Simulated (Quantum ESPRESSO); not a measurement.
# TiO2 (C2/m) in Quantum ESPRESSO: convergence with density cutoff

Aim: find how far density cutoff must go before the results for TiO2 settle, at PBEsol. This setting moves, with any that are tied to it; all else stays.

Everything below comes from runs of Quantum ESPRESSO 7.5. Logs are shortened: lines on timing, memory, paths and dates and some standing lists are left out, and cuts for length are marked.

## 1. The crystal as given

The structure is monoclinic, space group C2/m (No. 12). Conventional cell: a = 12.307 Å, b = 3.767 Å, c = 6.616 Å, α = 90.00°, β = 106.95°, γ = 90.00°. Around Ti (site symmetry m) lie 4 O at 1.86 to 1.94 Å. Around Ti (site symmetry m) lie 5 O at 1.78 to 2.03 Å. O (site symmetry m) has 3 Ti at 1.94 to 2.03 Å as nearest neighbours. O (site symmetry m) has 3 Ti at 1.96 to 2.16 Å as nearest neighbours. Around O (site symmetry m) lie 2 Ti at 1.78 to 1.87 Å. Around O (site symmetry m) lie 2 Ti at 1.86 to 1.93 Å.

The cell comes from a database or a generator and needn't be the stable form of this composition.

## 2. With density cutoff 180 Ry

pw.in

```
&CONTROL
  calculation = 'scf'
  prefix = 'pwscf'
  outdir = './tmp'
  pseudo_dir = './pseudo'
  tprnfor = .true.
  tstress = .true.
  disk_io = 'nowf'
/
&SYSTEM
  ibrav = 0
  nat = 12
  ntyp = 2
  ecutwfc = 45
  ecutrho = 180
  nbnd = 62
  occupations = 'smearing'
  smearing = 'mp'
  degauss = 0.00367493
/
&ELECTRONS
  conv_thr = 2.4d-09
  electron_maxstep = 120
  mixing_beta = 0.5
/
ATOMIC_SPECIES
Ti    47.8670 ti_pbesol_v1.4.uspp.F.UPF
O     15.9990 o_pbesol_v1.2.uspp.F.UPF
CELL_PARAMETERS angstrom
   6.1535771931   -1.8834685000    0.0000000000
   6.1535771931    1.8834685000    0.0000000000
  -1.9283261078    0.0000000000    6.3289668713
ATOMIC_POSITIONS crystal
Ti     0.9000710000    0.9000710000    0.2896020000
Ti     0.1952860000    0.1952860000    0.2837620000
Ti     0.0999290000    0.0999290000    0.7103980000
Ti     0.8047140000    0.8047140000    0.7162380000
O      0.3619310000    0.3619310000    0.2933970000
O      0.2634885000    0.2634885000    0.6525000000
O      0.8671885000    0.8671885000    0.9952910000
O      0.7365115000    0.7365115000    0.3475000000
O      0.9416475000    0.9416475000    0.6300210000
O      0.1328115000    0.1328115000    0.0047090000
O      0.6380690000    0.6380690000    0.7066030000
O      0.0583525000    0.0583525000    0.3699790000
K_POINTS automatic
4 4 2 0 0 0
```

Potentials or basis: GBRV 1.5 PBEsol.

Launch:

```sh
$ OMP_NUM_THREADS=1 pw.x -in pw.in > pw.out
```

Run time: 3.4 min. Hardware: 1 thread of Arm Neoverse V1, shared host; peak memory 0.26 GiB.

What came out:

| Quantity | Value |
| --- | --- |
| Free energy | -10013.5765 eV |
| Pressure | -6.4 GPa |
| Largest force | 0.128 eV/Å |
| Band gap on the k mesh | 2.72 eV, indirect (least direct gap 2.89 eV) |

## 3. With density cutoff 225 Ry

pw.in: that of step 2 with these lines changed.

```diff
@@ -14,3 +14,3 @@
   ecutwfc = 45
-  ecutrho = 180
+  ecutrho = 225
   nbnd = 62
```

Potentials or basis: GBRV 1.5 PBEsol.

Launch:

```sh
$ OMP_NUM_THREADS=1 pw.x -in pw.in > pw.out
```

Run time: 3.6 min. Hardware: 1 thread of Arm Neoverse V1, shared host; peak memory 0.32 GiB.

What came out:

```
Free energy            : -10013.5707 eV
Pressure               : -6.4 GPa
Largest force          : 0.127 eV/Å
Band gap on the k mesh : 2.72 eV, indirect (least direct gap 2.89 eV)
```

## 4. With density cutoff 270 Ry

pw.in: that of step 3 with these lines changed.

```diff
@@ -14,3 +14,3 @@
   ecutwfc = 45
-  ecutrho = 225
+  ecutrho = 270
   nbnd = 62
```

Launch:

```sh
$ OMP_NUM_THREADS=1 pw.x -in pw.in > pw.out
```

Run time: 3.6 min. Hardware: 1 thread of Arm Neoverse V1, shared host; peak memory 0.37 GiB.

Results:

* Free energy: -10013.5704 eV
* Pressure: -6.4 GPa
* Largest force: 0.128 eV/Å
* Band gap on the k mesh: 2.72 eV, indirect (least direct gap 2.89 eV)

## 5. With density cutoff 315 Ry

pw.in: that of step 4 with these lines changed.

```diff
@@ -14,3 +14,3 @@
   ecutwfc = 45
-  ecutrho = 270
+  ecutrho = 315
   nbnd = 62
```

Launch:

```sh
$ OMP_NUM_THREADS=1 pw.x -in pw.in > pw.out
```

Wall time 3.7 min (1 thread of Arm Neoverse V1, shared host); peak memory 0.44 GiB.

Results:

```yaml
Free_energy: -10013.5709 eV
Pressure: -6.4 GPa
Largest_force: 0.127 eV/Å
Band_gap_on_the_k_mesh: 2.72 eV, indirect (least direct gap 2.89 eV)
```

## 6. With density cutoff 360 Ry

pw.in: that of step 5 with these lines changed.

```diff
@@ -14,3 +14,3 @@
   ecutwfc = 45
-  ecutrho = 315
+  ecutrho = 360
   nbnd = 62
```

Potentials or basis: GBRV 1.5 PBEsol.

Launch:

```sh
$ OMP_NUM_THREADS=1 pw.x -in pw.in > pw.out
```

Run time: 3.8 min. Hardware: 1 thread of Arm Neoverse V1, shared host; peak memory 0.52 GiB.

Results (log left out):

```yaml
Free_energy: -10013.5721 eV
Pressure: -6.4 GPa
Largest_force: 0.127 eV/Å
Band_gap_on_the_k_mesh: 2.72 eV, indirect (least direct gap 2.89 eV)
```

## 7. With density cutoff 450 Ry

pw.in: that of step 6 with these lines changed.

```diff
@@ -14,3 +14,3 @@
   ecutwfc = 45
-  ecutrho = 360
+  ecutrho = 450
   nbnd = 62
```

Launch:

```sh
$ OMP_NUM_THREADS=1 pw.x -in pw.in > pw.out
```

Wall time 3.9 min (1 thread of Arm Neoverse V1, shared host); peak memory 0.69 GiB.

The run converged. Its results:

- Free energy: -10013.5712 eV
- Pressure: -6.4 GPa
- Largest force: 0.127 eV/Å
- Band gap on the k mesh: 2.72 eV, indirect (least direct gap 2.89 eV)

## 8. With density cutoff 540 Ry

pw.in: that of step 7 with these lines changed.

```diff
@@ -14,3 +14,3 @@
   ecutwfc = 45
-  ecutrho = 450
+  ecutrho = 540
   nbnd = 62
```

Launch:

```sh
$ OMP_NUM_THREADS=1 pw.x -in pw.in > pw.out
```

It took 4.1 min on 1 thread of Arm Neoverse V1, shared host; peak memory 0.83 GiB.

The run converged. Its results:

* Free energy: -10013.5714 eV
* Pressure: -6.4 GPa
* Largest force: 0.127 eV/Å
* Band gap on the k mesh: 2.72 eV, indirect (least direct gap 2.89 eV)

## 9. With density cutoff 720 Ry

pw.in: that of step 8 with these lines changed.

```diff
@@ -14,3 +14,3 @@
   ecutwfc = 45
-  ecutrho = 540
+  ecutrho = 720
   nbnd = 62
```

Potentials or basis: GBRV 1.5 PBEsol.

Launch:

```sh
$ OMP_NUM_THREADS=1 pw.x -in pw.in > pw.out
```

pw.out:

```text
This program is part of the open-source Quantum ESPRESSO suite
     for quantum simulation of materials; please cite
         "P. Giannozzi et al., J. Phys.:Condens. Matter 21 395502 (2009);
         "P. Giannozzi et al., J. Phys.:Condens. Matter 29 465901 (2017);
         "P. Giannozzi et al., J. Chem. Phys. 152 154105 (2020);
     in publications or presentations arising from this work. More details at

     Message from routine setup:
     using ibrav=0 with symmetry is DISCOURAGED, use correct ibrav instead

     G-vector sticks info
     --------------------
     sticks:   dense  smooth     PW     G-vecs:    dense   smooth      PW
     Sum        4745    1183    371               323067    40373    6877

     Using Slab Decomposition

     bravais-lattice index     =            0
     lattice parameter (alat)  =      12.1611  a.u.
     unit-cell volume          =     990.0233 (a.u.)^3
     number of atoms/cell      =           12
     number of atomic types    =            2
     number of electrons       =        96.00
     number of Kohn-Sham states=           62
     kinetic-energy cutoff     =      45.0000  Ry
     charge density cutoff     =     720.0000  Ry
     scf convergence threshold =      2.4E-09
     mixing beta               =       0.5000
     number of iterations used =            8  plain     mixing
     Exchange-correlation= SLA  PW   PSX  PSC
                           (   1   4  10   8   0   0   0)

     celldm(1)=  12.161084  celldm(2)=   0.000000  celldm(3)=   0.000000
     celldm(4)=   0.000000  celldm(5)=   0.000000  celldm(6)=   0.000000

     crystal axes: (cart. coord. in units of alat)
               a(1) = (   0.956212  -0.292675   0.000000 )
               a(2) = (   0.956212   0.292675   0.000000 )
               a(3) = (  -0.299645   0.000000   0.983466 )

     reciprocal axes: (cart. coord. in units 2 pi/alat)
               b(1) = (  0.522897 -1.708382  0.159317 )
               b(2) = (  0.522897  1.708382  0.159317 )
               b(3) = ( -0.000000  0.000000  1.016812 )

     PseudoPot. # 1 for Ti read from file:
     ti_pbesol_v1.4.uspp.F.UPF
     Pseudo is Ultrasoft + core correction, Zval = 12.0
     Generated by new atomic code, or converted to UPF format
     Using radial grid of  851 points,  6 beta functions with:
                l(1) =   0
                l(2) =   0
                l(3) =   1
                l(4) =   1
                l(5) =   2
                l(6) =   2
     Q(r) pseudized with  6 coefficients,  rinner =    1.000   1.000   1.000
                                                       1.000   1.000

     PseudoPot. # 2 for O  read from file:
     o_pbesol_v1.2.uspp.F.UPF
     Pseudo is Ultrasoft + core correction, Zval =  6.0
     Generated by new atomic code, or converted to UPF format
[... 186 lines left out ...]
     3.1750   3.5470   4.0363   4.1053   4.2298   4.6812   4.7073   4.7414
     4.8007   4.8341   5.1469   5.1495   5.2772   5.2876   5.6810   5.8593
     8.7538   9.1029   9.3470   9.3490   9.3823   9.8530  10.3787  10.5285
    10.6582  10.7417  10.8887  11.1221  11.1302  11.6587
[... 91 lines left out ...]
   -49.8404 -49.8300 -49.7425 -49.7374 -26.3483 -26.2931 -26.2568 -26.2333
   -26.2237 -26.2143 -26.1869 -26.1643 -26.1056 -26.0961 -26.0828 -26.0739
   -10.6690 -10.3579 -10.0663  -9.9423  -9.8687  -9.7348  -9.5630  -9.5145
     1.6078   1.9083   2.1313   2.2034   2.3067   2.5368   2.7587   3.0939
     3.2785   3.4170   3.5342   3.6564   3.6978   4.0734   4.2132   4.3107
     4.6051   4.7426   5.1788   5.2863   5.5712   5.6326   5.8149   5.9898
     9.1189   9.2788   9.3182   9.4958   9.5209   9.7293  10.0595  10.1238
    10.3636  10.5473  10.5616  10.7050  11.2284  11.4136

          k = 0.0000-0.8542 0.0000 (  5024 PWs)   bands (ev):

   -49.8391 -49.8284 -49.7393 -49.7392 -26.3567 -26.3174 -26.2908 -26.2822
   -26.2819 -26.2245 -26.1484 -26.1463 -26.1160 -26.1111 -26.0801 -26.0697
   -10.4884 -10.1203  -9.9231  -9.8215  -9.6441  -9.5832  -9.5288  -9.4894
     1.6364   1.7059   1.9954   2.1213   2.2800   2.5479   2.6874   2.6884
     2.9116   3.0865   3.0971   3.3401   3.4169   3.8478   4.0614   4.3870
     4.5293   4.7443   4.8185   5.0184   5.2394   5.5717   5.8144   5.9299
     8.9609   9.2074   9.6310   9.8952   9.9644  10.0018  10.1090  10.3484
    10.3628  10.7265  10.8987  10.9935  11.6195  11.9262

          k = 0.0000-0.8542-0.5084 (  5042 PWs)   bands (ev):

   -49.8390 -49.8283 -49.7394 -49.7393 -26.3587 -26.3125 -26.2879 -26.2790
   -26.2428 -26.2114 -26.1954 -26.1622 -26.1230 -26.1075 -26.0798 -26.0661
   -10.3945 -10.0567  -9.9234  -9.8698  -9.6882  -9.6566  -9.5463  -9.4784
     1.7391   1.8352   1.9752   2.1247   2.2812   2.3814   2.4514   2.6759
     2.8313   3.0770   3.3042   3.5660   3.7180   3.8039   3.9027   4.0822
     4.3869   4.7982   4.8472   5.1107   5.2462   5.5704   5.8852   6.0341
     9.1564   9.1773   9.4348   9.8169   9.8453   9.8822  10.1560  10.4447
    10.4965  10.6627  10.8629  10.9611  11.3465  11.4208

          k =-0.5229 0.0000-0.1593 (  5080 PWs)   bands (ev):

   -49.8415 -49.8322 -49.7438 -49.7371 -26.3436 -26.3035 -26.2549 -26.2386
   -26.1770 -26.1604 -26.1499 -26.1442 -26.1127 -26.1057 -26.0786 -26.0599
   -11.0260 -10.6212 -10.1883 -10.0439  -9.9855  -9.8315  -9.5455  -9.5271
     2.0573   2.1889   2.1909   2.3252   2.3264   2.6344   2.6834   2.8639
     3.1673   3.8799   3.9999   4.2607   4.3699   4.3732   4.4179   4.5968
     4.8824   5.0292   5.0631   5.1219   5.1547   5.4081   5.6439   5.9193
     8.8965   8.9445   9.4491   9.5250   9.5454   9.6054  10.2735  10.4669
    10.7509  10.7630  10.9388  11.1901  11.2261  11.3449

          k =-0.5229 0.0000-0.6677 (  5062 PWs)   bands (ev):

   -49.8417 -49.8318 -49.7442 -49.7369 -26.3416 -26.2786 -26.2468 -26.2200
   -26.1897 -26.1744 -26.1632 -26.1626 -26.1157 -26.0986 -26.0810 -26.0580
   -10.9487 -10.6481 -10.1349 -10.0941  -9.9979  -9.8389  -9.5678  -9.5516
     2.0195   2.0398   2.1737   2.3053   2.4163   2.6418   2.6740   3.2788
     3.3999   3.5763   4.0541   4.1097   4.2339   4.3286   4.5628   4.8255
     4.8383   4.8438   4.9270   4.9390   5.1867   5.6272   5.8168   5.8381
     9.0118   9.1248   9.2641   9.4275   9.4510   9.5581  10.3034  10.4969
    10.5940  10.6044  11.0395  11.1484  11.2408  11.2604

     the Fermi energy is     6.7055 ev

!    total energy              =    -735.98390375 Ry
     estimated scf accuracy    <          1.3E-09 Ry
     smearing contrib. (-TS)   =       0.00000000 Ry
     internal energy E=F+TS    =    -735.98390375 Ry

     The total energy is F=E-TS. E is the sum of the following terms:
     one-electron contribution =    -382.68688659 Ry
     hartree contribution      =     229.73493880 Ry
     xc contribution           =    -128.78072654 Ry
     ewald contribution        =    -454.25122942 Ry

     convergence has been achieved in  13 iterations

     negative rho (up, down):  4.394E-03 0.000E+00

     Forces acting on atoms (cartesian axes, Ry/au):

     atom    1 type  1   force =    -0.00173411    0.00000000   -0.00092195
     atom    2 type  1   force =     0.00079883    0.00000000   -0.00483806
     atom    3 type  1   force =     0.00173411   -0.00000000    0.00092195
     atom    4 type  1   force =    -0.00079883    0.00000000    0.00483806
     atom    5 type  2   force =    -0.00465695    0.00000000   -0.00042040
     atom    6 type  2   force =    -0.00301394    0.00000000    0.00016871
     atom    7 type  2   force =    -0.00452727    0.00000000   -0.00200805
     atom    8 type  2   force =     0.00301394   -0.00000000   -0.00016871
     atom    9 type  2   force =     0.00180565    0.00000000   -0.00073035
     atom   10 type  2   force =     0.00452727    0.00000000    0.00200805
     atom   11 type  2   force =     0.00465695   -0.00000000    0.00042040
     atom   12 type  2   force =    -0.00180565   -0.00000000    0.00073035

     Total force =     0.013206     Total SCF correction =     0.000099

     Computing stress (Cartesian axis) and pressure

     negative rho (up, down):  4.394E-03 0.000E+00
          total   stress  (Ry/bohr**3)                   (kbar)     P=      -64.19
  -0.00043930  -0.00000000  -0.00000355          -64.62       -0.00       -0.52
  -0.00000000  -0.00041921  -0.00000000           -0.00      -61.67       -0.00
  -0.00000355   0.00000000  -0.00045050           -0.52        0.00      -66.27

=------------------------------------------------------------------------------=
   JOB DONE.
=------------------------------------------------------------------------------=
```

It took 4.6 min on 1 thread of Arm Neoverse V1, shared host; peak memory 1.2 GiB.

What came out:

```
Free energy            : -10013.5711 eV
Pressure               : -6.4 GPa
Largest force          : 0.127 eV/Å
Band gap on the k mesh : 2.72 eV, indirect (least direct gap 2.89 eV)
```

## 10. Result

```tsv
density cutoff	energy less the tightest run, at zero smearing (meV/atom)	SCF cycles	CPU time (s)	peak memory (GiB)
180 Ry	-0.45	13	210	0.26
225 Ry	0.04	13	210	0.32
270 Ry	0.06	13	210	0.37
315 Ry	0.02	13	220	0.44
360 Ry	-0.08	13	230	0.52
450 Ry	0.00	13	230	0.69
540 Ry	-0.02	13	240	0.83
720 Ry	0.00	13	270	1.2
```

Against the tightest run, the energy stays within 1 meV/atom from 180 Ry on. The tightest run that finished is the yardstick and may itself not be fully converged.

Caveats: all runs use coarse meshes; this smearing can shift energies of a crystal with a gap.
